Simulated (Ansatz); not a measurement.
# Hf (Im-3m): electronic heat capacity and spin susceptibility from the density of states

These are results of DFT PBE, scalar-relativistic, plane waves, PAW in Ansatz 0.2.0, not measurements.

Cutoff 420 eV; k points 16×16×16 on the computed 1-atom cell (Γ-centred); Gaussian smearing, width 0.10 eV; no spin polarisation.

Relaxed cell: Im-3m, a = 3.545 Å, b = 3.545 Å, c = 3.545 Å, α = 90.00°, β = 90.00°, γ = 90.00°, 1 atom in the primitive cell. This bcc form isn't the element's structure at ambient conditions.

The density of states at the Fermi level is 1.738 states/eV in the cell of 1 atom (1 formula unit; both spins, tetrahedra on a 24×24×24 mesh).

Question: What Sommerfeld coefficient and Pauli susceptibility does this give?

Answer: Per formula unit N(E_F) = 1.738 states/eV. γ = (π²/3) k_B² N(E_F) N_A = 2.357 mJ/(mol K²) per state/eV, so γ = 4.1 mJ/(mol K²), a mole of formula units. χ_P = μ_B² N(E_F) N_A = 3.23×10⁻⁵ emu/mol per state/eV gives 5.6×10⁻⁵ emu/mol. This is the bare band result: a measured γ of the same phase is as a rule larger by a factor 1 + λ from phonons and spin fluctuations, the spin part of χ is larger by the Stoner factor, and a measured χ also holds orbital and core terms. N(E_F) at one energy is sensitive to the mesh where the density of states has sharp peaks.

Spin-orbit coupling is left out, which matters for the bands of heavy elements.